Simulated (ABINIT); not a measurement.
The system is Li.

```
Li
1.0
    -1.75465    1.75465    1.75465
     1.75465   -1.75465    1.75465
     1.75465    1.75465   -1.75465
Li
1
Direct
  0.00000 0.00000 0.00000
```

```yaml
Program: ABINIT 10.8.3 (patched build)
Task: relaxation of cell and atoms
Functional: PBE
Potentials_or_basis: PseudoDojo NC SR PBE v0.4.1 standard
Cutoff: 1007 eV
k_mesh: 8 × 8 × 8
Occupations: fermi-dirac, width 0.05 eV
Spin: no spin polarisation
```

At the start: pressure -0.7 GPa; volume 21.61 Å³/atom.

Q: Where does the relaxation end?

A: Over 4 steps the energy falls by 3.1 meV/atom and the volume is 20.36 Å³/atom (-5.8 %); space group Im-3m (No. 229, to 0.05 Å).

Step by step:
| step | energy change (eV) | largest force (eV/Å) | pressure (GPa) | volume (Å³) |
| --- | --- | --- | --- | --- |
| 1 | 0.0000 | 0.0000 | -0.75 | 21.61 |
| 2 | -0.0002 | 0.0000 | -0.72 | 21.56 |
| 3 | -0.0030 | 0.0000 | 0.07 | 20.25 |
| 4 | -0.0031 | 0.0000 | -0.01 | 20.36 |

Final structure:
```xyz
1
Lattice="-1.7201 1.7201 1.7201 1.7201 -1.7201 1.7201 1.7201 1.7201 -1.7201" Properties=species:S:1:pos:R:3 pbc="T T T"
Li    0.0000    0.0000    0.0000
```

The cell as given is a measured one (21.61 Å³/atom); PBE puts the equilibrium volume -5.8 % from it, thermal expansion not counted.
